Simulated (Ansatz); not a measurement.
Crystal: Yb.

```
CELL_PARAMETERS angstrom
-2.15148 2.15148 2.15148
2.15148 -2.15148 2.15148
2.15148 2.15148 -2.15148
ATOMIC_POSITIONS crystal
Yb 0.00000 0.00000 0.00000
```

This isn't the form of Yb at room conditions, which is fcc.

Base run:

* Program: Ansatz 0.2.0
* Functional: PBEsol
* Potentials or basis: all-electron LAPW, scalar-relativistic
* Cutoff: 184 eV
* Density cutoff: 738 eV
* Basis error allowed: 0.001 eV/atom
* k mesh: 9 × 9 × 9
* Occupations: fermi-dirac, width 0.05 eV
* Spin: collinear spin, ferromagnetic start
* Starting moments: [1.0] μB
* Hubbard terms: Yb f U = 8 eV

Its results: band gap on the k mesh none (metal or under the smearing width); pressure -1.0 GPa; net moment 0.00 μB per cell.

**Question.** After a change of settings the same cell gave: band gap on the k mesh none (metal or under the smearing width); pressure -1.8 GPa; net moment 0.00 μB per cell. Which change was it?
A. occupations from fermi-dirac, width 0.05 eV to gaussian, width 0.05 eV; hubbard terms from Yb f U = 8 eV to none
B. hubbard terms from Yb f U = 8 eV to none
C. hubbard terms from Yb f U = 8 eV to Yb f U = 4 eV

**Answer.** C.

Caveats: the magnetic state may not be the lowest; an open f shell can end in a state above the lowest; U is the effective U less J, on atomic orbitals that reach past the spheres; spin-orbit coupling is left out, which moves the levels of the heavy elements.

Not every run made on this cell is shown here.
